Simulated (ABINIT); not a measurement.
## SnSe in ABINIT: convergence with pawecutdg

The system is SnSe.

```
Sn Se
1.0
     0.00000    3.01000    3.01000
     3.01000    0.00000    3.01000
     3.01000    3.01000    0.00000
Sn Se
1 1
Direct
  0.00000 0.00000 0.00000
  0.50000 0.50000 0.50000
```

Measurements of this composition are mostly on another form, of space group No. 62.

| Quantity | Value |
| --- | --- |
| Program | ABINIT 10.8.3 (patched build) |
| Task | single point |
| Functional | RPBE |
| Potentials or basis | JTH PAW PBE v2.0 sp |
| Cutoff | 599 eV |
| k mesh | 8 × 8 × 8 |
| Occupations | cold (ABINIT), width 0.1 eV |
| Spin | no spin polarisation |

These are the settings of the first run; the series varies pawecutdg, with any setting tied to it.

Hardware: 1 thread of Arm Neoverse V1, with other jobs on the host.

Q: The values tried are 22 Ha, 26.4, 33, 39.6, 48.4, 59.4, 72.6, loosest first. From which on does the pressure stay within 0.1 GPa of the tightest run that finished?

A: From 33 on.

```tsv
pawecutdg	energy less the tightest run (meV/atom)	pressure (GPa)	SCF cycles	CPU time (s)	peak memory (GiB)
22 Ha	-1.49	2.22	10	16	0.11
26.4	-0.71	2.43	10	16	0.12
33	-1.01	2.32	10	16	0.12
39.6	0.19	2.30	10	16	0.13
48.4	0.05	2.33	10	17	0.14
59.4	-0.04	2.32	10	16	0.16
72.6	0.00	2.32	10	16	0.18
```

Against the tightest run, the energy stays within 1 meV/atom from 39.6 on. The tightest run that finished is the yardstick and may itself not be fully converged.

Caveat, for the tightest run too: the PAW data sets were made with another functional, which shifts forces and pressure a little; this set keeps more shells in the core, which shifts pressures and gaps.
